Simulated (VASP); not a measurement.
## Se: relaxation of cell and atoms with PBEsol

Se:

```
Se
1.0
     1.91231    1.10406    0.78074
    -1.91231    1.10406    0.78074
     0.00000   -2.20812    0.78073
Se
1
Direct
  0.00000 0.00000 0.00000
```

This isn't the form of Se at room conditions, which is trigonal, of chains.

```json
{
 "Program": "VASP 6.6.1",
 "Task": "relaxation of cell and atoms",
 "Functional": "PBEsol",
 "Potentials or basis": "VASP PAW PBE potentials, release 64 (Se)",
 "Cutoff": "520 eV",
 "k mesh": "21 × 21 × 21",
 "Occupations": "gaussian, width 0.1 eV",
 "Spin": "non-collinear spin, zero start, spin-orbit coupling",
 "Starting moments": "[[0.0, 0.0, 0.0]] μB",
 "Target pressure": "250 GPa",
 "Further INCAR settings": "ALGO = Fast; EDIFF = 1e-07; IBRION = 2; EDIFFG = -0.002; NSW = 80; ISIF = 3"
}
```

```yaml
Pressure_after_relaxing: 250.0 GPa
Net_moment: 0.00 μB per cell
Valence_electrons_inside_the_program's_atomic_spheres: Se 4.42
```

Final structure:
```
Se
1.0
     1.91231    1.10406    0.78074
    -1.91231    1.10406    0.78074
     0.00000   -2.20812    0.78073
Se
1
Direct
  0.00000 0.00000 0.00000
```

Moments on the atoms (μB; x, y, z):
```
Se  0.00 0.00 0.00
```

Run time: 100 s on 4 MPI ranks on Intel(R) Xeon(R) Platinum 8488C (Sapphire Rapids), with other jobs on the host, peak memory 0.54 GiB a rank.

Caveat: the relaxation stopped at its first step, so nothing moved; the cell is relaxed towards a set pressure, so the enthalpy falls and the energy may rise; the PAW data sets were made with another functional, which shifts forces and pressure a little.
